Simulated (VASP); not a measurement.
# MnS (P6_3mc) in VASP: a series of runs

The runs below take MnS through single point, with PBEsol+U.

All numbers are computed with VASP 6.6.1; they aren't measurements. Logs are shortened: lines on timing, memory, paths and dates and some standing lists are left out, and cuts for length are marked.

## 1. The crystal as given

Symmetry: P6_3mc, No. 186, hexagonal system. The conventional cell has a = 3.954 Å, b = 3.954 Å, c = 6.343 Å, α = 90.00°, β = 90.00°, γ = 120.00°. Mn (site symmetry 3m) has 4 S at 2.36 to 2.42 Å as nearest neighbours. S (site symmetry 3m) has 4 Mn at 2.36 to 2.42 Å as nearest neighbours.

The cell is a database's computed one.

## 2. Single point, PBEsol+U, collinear spin, twin_end start

The input, INCAR:

```
PREC     = Accurate       # precision mode
ENCUT    = 520            # plane-wave cutoff, eV
EDIFF    = 1E-6           # SCF threshold, eV
ISMEAR   = 0              # smearing method
SIGMA    = 0.05           # smearing width, eV
LREAL    = False          # projectors in reciprocal space
LASPH    = True           # aspherical terms in the spheres
NELM     = 150            # most SCF steps
ALGO     = Fast           # electronic algorithm
ISIF     = 2              # what is computed and relaxed
LWAVE    = False          # write WAVECAR
LCHARG   = False          # write CHGCAR
ISPIN    = 2              # spin polarisation
MAGMOM   = 4.7 -4.7 0.01 -0.01 # initial moments
LORBIT   = 11             # projections on sites
LMAXMIX  = 4              # l up to which the mixer works
LDAU     = True           # DFT+U
LDAUTYPE = 2            
LDAUL    = 2 -1           # shell
LDAUU    = 5 0            # U, eV
LDAUJ    = 0 0          
LDAUPRINT= 1            
GGA      = PS             # functional
NBANDS   = 31             # bands
```

The input, KPOINTS:

```
regular mesh
0
Gamma
  6 6 3
```

The input, POSCAR:

```
MnS
1.0
    3.9535775800      0.0000000000      0.0000000000
   -1.9767887900      3.4238986200      0.0000000000
    0.0000000000      0.0000000000      6.3425299100
Mn S
2 2
Direct
    0.3333333300      0.6666666700      0.9988446700
    0.6666666700      0.3333333300      0.4988614400
    0.6666666700      0.3333333300      0.1261543000
    0.3333333300      0.6666666700      0.6261406000
```

Potentials or basis: VASP PAW PBE potentials, release 64 (Mn_pv, S).

Run with:

```sh
$ cat potpaw_PBE.64/Mn_pv/POTCAR potpaw_PBE.64/S/POTCAR > POTCAR
$ mpirun -np 1 vasp_std > vasp.out
```

OUTCAR:

```text
PREC = Accurate
   ENCUT = 520
   EDIFF = 1E-6
   ISMEAR = 0
   LREAL = False
   LASPH = True
   NELM = 150
   ISIF = 2
   ISPIN = 2
   LORBIT = 11
   GGA = PS

 ion  position               nearest neighbor table
   1  0.333  0.667  0.999-   4 2.36   3 2.42   3 2.42   3 2.42
   2  0.667  0.333  0.499-   3 2.36   4 2.42   4 2.42   4 2.42
   3  0.667  0.333  0.126-   2 2.36   1 2.42   1 2.42   1 2.42
   4  0.333  0.667  0.626-   1 2.36   2 2.42   2 2.42   2 2.42

  LATTYP: Found a hexagonal cell.
 ALAT       =     3.9535775800
 C/A-ratio  =     1.6042507784

  Lattice vectors:

 A1 = (   3.9535775800,   0.0000000000,   0.0000000000)
 A2 = (  -1.9767887900,   3.4238986200,   0.0000000000)
 A3 = (   0.0000000000,   0.0000000000,   6.3425299100)

Analysis of symmetry for initial positions (statically):
=====================================================================
 Subroutine PRICEL returns:
 Original cell was already a primitive cell.

 Routine SETGRP: Setting up the symmetry group for a
 hexagonal supercell.

 Subroutine GETGRP returns: Found  6 space group operations
 (whereof  6 operations were pure point group operations)
 out of a pool of 24 trial point group operations.

The static configuration has the point symmetry C_3v.

Analysis of symmetry for dynamics (positions and initial velocities):
=====================================================================
 Subroutine PRICEL returns:
 Original cell was already a primitive cell.

 Routine SETGRP: Setting up the symmetry group for a
 hexagonal supercell.

 Subroutine GETGRP returns: Found  6 space group operations
 (whereof  6 operations were pure point group operations)
 out of a pool of 24 trial point group operations.

The dynamic configuration has the point symmetry C_3v.

Analysis of structural, dynamic, and magnetic symmetry:
=====================================================================
 Subroutine PRICEL returns:
 Original cell was already a primitive cell.

 Routine SETGRP: Setting up the symmetry group for a
 hexagonal supercell.
[... 206 lines left out ...]
  o =  0.9343  v =  0.0000  0.0000  0.0000  0.0000  0.0000 -0.5243  0.0000 -0.0000  0.8515 -0.0000      0.0000  0.0000  0.0000  0.0000  0.0000  0.0000  0.0000  0.0000  0.0000  0.0000
  o =  0.9382  v =  0.0000  0.0000  0.0000  0.0000  0.0000  0.0000  0.0000  1.0000  0.0000  0.0000      0.0000  0.0000  0.0000  0.0000  0.0000  0.0000  0.0000  0.0000  0.0000  0.0000
  o =  0.9407  v =  0.0000  0.0000  0.0000  0.0000  0.0000  0.0000  0.5243 -0.0000 -0.0000  0.8515      0.0000  0.0000  0.0000  0.0000  0.0000  0.0000  0.0000  0.0000  0.0000  0.0000
  o =  0.9407  v =  0.0000  0.0000  0.0000  0.0000  0.0000 -0.8515 -0.0000  0.0000 -0.5243  0.0000      0.0000  0.0000  0.0000  0.0000  0.0000  0.0000  0.0000  0.0000  0.0000  0.0000

 number of electron      37.9999986 magnetization      -0.0000000

 Free energy of the ion-electron system (eV)
  ---------------------------------------------------
  ext. energy  EPLUGINS =         0.00000000
  ---------------------------------------------------
  free energy    TOTEN  =       -26.75154458 eV

  energy without entropy =      -26.75154458  energy(sigma->0) =      -26.75154458

 E-fermi :   3.9161     XC(G=0):  -9.5867

 val. band max:        3.6533856640   @ k =   0.0000   0.0000   0.0000
 cond. band min:       6.0564684427   @ k =   0.0000   0.0000   0.0000
 fundamental gap:      2.4030827787
 Fermi energy:         3.9161278875

 spin component 1

 k-point     1 :       0.0000    0.0000    0.0000
  band No.  band energies     occupation
      1     -46.0507      1.00000
      2     -46.0507      1.00000
      3     -46.0376      1.00000
      4     -41.2784      1.00000
      5     -41.2724      1.00000
      6     -41.2724      1.00000
[... 567 lines left out ...]
     30      12.1381      0.00000
     31      13.3445      0.00000
 Fermi energy:         3.9161278875

 spin component 2

 k-point     1 :       0.0000    0.0000    0.0000
  band No.  band energies     occupation
      1     -46.0507      1.00000
      2     -46.0507      1.00000
      3     -46.0376      1.00000
      4     -41.2783      1.00000
      5     -41.2723      1.00000
      6     -41.2723      1.00000
[... 567 lines left out ...]
     30      12.1382      0.00000
     31      13.3440      0.00000

------------------------ aborting loop because EDIFF is reached ----------------------------------------

  FORCE on cell =-STRESS in cart. coord.  units (eV):
  Direction    XX          YY          ZZ          XY          YZ          ZX
  --------------------------------------------------------------------------------------
  -------------------------------------------------------------------------------------
  Total        1.7280107      1.7280107      2.5488762      0.0000000     -0.0000000      0.0000000
  in kB       32.2465553     32.2465553     47.5647958      0.0000000     -0.0000000      0.0000000
  external PRESSURE =      37.3526355 kB  Pullay stress =       0.0000000 kB

 VOLUME and BASIS-vectors are now :
 -----------------------------------------------------------------------------
  energy-cutoff  :      520.00
  volume of cell :       85.86
      direct lattice vectors                 reciprocal lattice vectors
     3.953577580  0.000000000  0.000000000     0.252935469  0.146032361  0.000000000
    -1.976788790  3.423898620  0.000000000     0.000000000  0.292064722  0.000000000
     0.000000000  0.000000000  6.342529910     0.000000000  0.000000000  0.157665792

 POSITION                                       TOTAL-FORCE (eV/Angst)
 -----------------------------------------------------------------------------------
     -0.00000      2.28260      6.33520         0.000000      0.000000      0.228152
      1.97679      1.14130      3.16404         0.000000     -0.000000      0.227396
      1.97679      1.14130      0.80014        -0.000000     -0.000000     -0.228056
     -0.00000      2.28260      3.97132        -0.000000      0.000000     -0.227492
 -----------------------------------------------------------------------------------
    total drift:                                0.000000      0.000001      0.002031

  FREE ENERGIE OF THE ION-ELECTRON SYSTEM (eV)
  ---------------------------------------------------
  free  energy   TOTEN  =       -26.7515445781 eV

  energy  without entropy=      -26.7515445781  energy(sigma->0) =      -26.75154458

 total charge

# of ion       s       p       d       tot
------------------------------------------
    1        0.272   6.228   4.894  11.394
    2        0.272   6.228   4.894  11.394
    3        1.306   2.478   0.000   3.784
    4        1.306   2.478   0.000   3.784
--------------------------------------------------
tot          3.157  17.413   9.788  30.357

 magnetization (x)

# of ion       s       p       d       tot
------------------------------------------
    1        0.035   0.049   4.453   4.537
    2       -0.035  -0.049  -4.453  -4.537
    3        0.002   0.002   0.000   0.005
    4       -0.002  -0.002   0.000  -0.005
--------------------------------------------------
tot         -0.000  -0.000   0.000   0.000
```

OSZICAR:

```text
N       E                     dE             d eps       ncg     rms          rms(c)
DAV:   1     0.386078144853E+03    0.38608E+03   -0.20815E+04  2188   0.128E+03
DAV:   2     0.148242399746E+01   -0.38460E+03   -0.36755E+03  2185   0.371E+02
DAV:   3    -0.252699715138E+02   -0.26752E+02   -0.26436E+02  2546   0.106E+02
DAV:   4    -0.258451988726E+02   -0.57523E+00   -0.57451E+00  2382   0.159E+01
DAV:   5    -0.258557046662E+02   -0.10506E-01   -0.10505E-01  2589   0.238E+00    0.147E+01
RMM:   6    -0.259582644753E+02   -0.10256E+00   -0.12775E+01  2248   0.207E+01    0.155E+01
RMM:   7    -0.267409800551E+02   -0.78272E+00   -0.12278E+00  2268   0.598E+00    0.976E+00
RMM:   8    -0.267444662374E+02   -0.34862E-02   -0.33066E-01  2474   0.355E+00    0.483E+00
RMM:   9    -0.267487070010E+02   -0.42408E-02   -0.77637E-02  2684   0.198E+00    0.971E-01
RMM:  10    -0.267499501712E+02   -0.12432E-02   -0.31286E-02  2615   0.106E+00    0.496E-01
RMM:  11    -0.267507880520E+02   -0.83788E-03   -0.64203E-03  2535   0.491E-01    0.234E-01
RMM:  12    -0.267512554082E+02   -0.46736E-03   -0.13501E-03  2864   0.259E-01    0.212E-01
RMM:  13    -0.267513299926E+02   -0.74584E-04   -0.51115E-04  2489   0.156E-01    0.913E-02
RMM:  14    -0.267515356767E+02   -0.20568E-03   -0.23933E-04  2441   0.965E-02    0.199E-02
RMM:  15    -0.267515415933E+02   -0.59166E-05   -0.58651E-05  2751   0.449E-02    0.171E-02
RMM:  16    -0.267515440990E+02   -0.25057E-05   -0.12744E-05  2539   0.191E-02    0.399E-03
RMM:  17    -0.267515445781E+02   -0.47914E-06   -0.21688E-06  1951   0.852E-03
   1 F= -.26751545E+02 E0= -.26751545E+02  d E =-.554183E-15  mag=    -0.0000
```

stdout:

```text
POSCAR found type information on POSCAR MnS
 POSCAR found :  2 types and       4 ions
 scaLAPACK will be used
 -----------------------------------------------------------------------------
|                                                                             |
|                                                                             |
|     You enforced a specific xc type in the INCAR file but a different       |
|     I HOPE YOU KNOW WHAT YOU ARE DOING!                                     |
|                                                                             |
 -----------------------------------------------------------------------------

 LDA part: xc-table for (Slater+PW92), standard interpolation
 POSCAR, INCAR and KPOINTS ok, starting setup
 FFT: planning ... GRIDC
 FFT: planning ... GRID_SOFT
 FFT: planning ... GRID
 WAVECAR not read
 entering main loop
```

Wall time 95 s (1 thread of Intel Xeon Platinum 8259CL at 2.50GHz (Skylake/Cascade Lake), shared host); peak memory 0.26 GiB.

What came out:

| Quantity | Value |
| --- | --- |
| Free energy | -26.7515 eV |
| Pressure | 3.7 GPa |
| Largest force | 0.228 eV/Å |
| Band gap on the k mesh | 2.40 eV, direct |
| Net moment | 0.00 μB per cell |
| Site moments | Mn +4.54, -4.54; S +0.01, -0.01 μB |
| Valence electrons inside the program's atomic spheres | Mn 11.39; S 3.78 |

Forces on the atoms (eV/Å):
```
Mn   0.000  0.000  0.228
Mn   0.000  0.000  0.227
S    0.000  0.000 -0.228
S    0.000  0.000 -0.227
```

Eigenvalues of the final occupation matrices:
```
    site  spin  trace               eigenvalues
site 1 d     1   4.69  0.93 0.93 0.94 0.94 0.94
site 1 d     2   0.23  0.02 0.02 0.06 0.06 0.07
site 2 d     1   0.23  0.02 0.02 0.06 0.06 0.07
site 2 d     2   4.69  0.93 0.93 0.94 0.94 0.94
```

Caveat: the PAW data sets were made with another functional, which shifts forces and pressure a little; an odd mesh through Γ misses points on the zone boundary, where band edges often lie. The state reached can hang on the start; a lower one may exist.

## 3. Single point, PBEsol+U, collinear spin, zero start

The input, INCAR:

```
PREC     = Accurate       # precision mode
ENCUT    = 520            # plane-wave cutoff, eV
EDIFF    = 1E-6           # SCF threshold, eV
ISMEAR   = 0              # smearing method
SIGMA    = 0.05           # smearing width, eV
LREAL    = F              # projectors in reciprocal space
LASPH    = T              # aspherical terms in the spheres
NELM     = 150            # most SCF steps
ALGO     = Normal         # electronic algorithm
ISIF     = 2              # what is computed and relaxed
LWAVE    = F              # write WAVECAR
LCHARG   = F              # write CHGCAR
ISPIN    = 2              # spin polarisation
MAGMOM   = 0 0 0 0        # initial moments
LORBIT   = 11             # projections on sites
NUPDOWN  = 0.0            # fixed moment
LMAXMIX  = 4              # l up to which the mixer works
LDAU     = T              # DFT+U
LDAUTYPE = 2            
LDAUL    = 2 -1           # shell
LDAUU    = 5 0            # U, eV
LDAUJ    = 0 0          
LDAUPRINT= 1            
GGA      = PS             # functional
NBANDS   = 31             # bands
```

KPOINTS is that of step 2.

POSCAR is that of step 2.

Potentials or basis: VASP PAW PBE potentials, release 64 (Mn_pv, S).

Run with:

```sh
$ cat potpaw_PBE.64/Mn_pv/POTCAR potpaw_PBE.64/S/POTCAR > POTCAR
$ mpirun -np 1 vasp_std > vasp.out
```

Run time: 2.6 min. Hardware: 1 thread of Intel Xeon Platinum 8259CL at 2.50GHz (Skylake/Cascade Lake), shared host; peak memory 0.26 GiB.

The run converged. Its results:

* Free energy: -17.3275 eV
* Pressure: -14.2 GPa
* Largest force: 0.901 eV/Å
* Net moment: 0.00 μB per cell
* Valence electrons inside the program's atomic spheres: Mn 11.49; S 3.67

Forces on the atoms (eV/Å):
```
Mn   0.000  0.000  0.901
Mn   0.000  0.000  0.900
S    0.000  0.000 -0.901
S    0.000  0.000 -0.900
```

Stress tensor (GPa, compression positive):
```
-16.57   0.00   0.00
  0.00 -16.57   0.00
  0.00   0.00  -9.54
```

Eigenvalues of the final occupation matrices:
| site | spin | trace | eigenvalues |
| --- | --- | --- | --- |
| site 1 d | 1 | 2.54 | 0.13 0.31 0.31 0.90 0.90 |
| site 1 d | 2 | 2.54 | 0.13 0.31 0.31 0.90 0.90 |
| site 2 d | 1 | 2.54 | 0.13 0.31 0.31 0.90 0.90 |
| site 2 d | 2 | 2.54 | 0.13 0.31 0.31 0.90 0.90 |

Caveat: the PAW data sets were made with another functional, which shifts forces and pressure a little; the total moment is fixed, so each spin has its own Fermi level. The state reached can hang on the start; a lower one may exist.
